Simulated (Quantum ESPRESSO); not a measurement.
## Equation of state of KI under PBE+D3(BJ)

```
I K
1.0
     0.00000    3.53277    3.53277
     3.53277    0.00000    3.53277
     3.53277    3.53277    0.00000
I K
1 1
Direct
  0.50000 0.50000 0.50000
  0.00000 0.00000 0.00000
```

The cell was scaled at fixed shape and fractions and run with Quantum ESPRESSO, PseudoDojo 0.4.1 SR PBE standard, cutoff 1007 eV; PBE+D3(BJ), k mesh 7 × 7 × 7 on the cell of 2 atoms, fermi-dirac occupations of 0.05 eV, no spin polarisation, no spin-orbit coupling. Energies are those that the program minimises, any entropy of the smearing included.

```tsv
V (Å³/atom)	energy over the lowest row (meV/atom)
41.4453	3.121
42.3272	?
43.2090	0.000
44.0908	0.698
44.9726	2.688
45.8544	5.812
46.7362	9.961
```

Fit the third-order Birch-Murnaghan form, give V0, B0 and B′, and predict the energy left open.

With y = (V0/V)^(2/3), E = E0 + (9 V0 B0/16) [(y - 1)³ B′ + (y - 1)² (6 - 4y)]. Least squares through the rows shown give V0 = 43.2061 Å³/atom, E0 = 0.000 meV, B0 = 12.87 GPa (1 eV/Å³ = 160.218 GPa) and B′ = 4.76, with a largest miss of 0.004 meV. At V = 42.3272 the form with these constants gives 0.747 meV; the run gave 0.746 meV an atom.
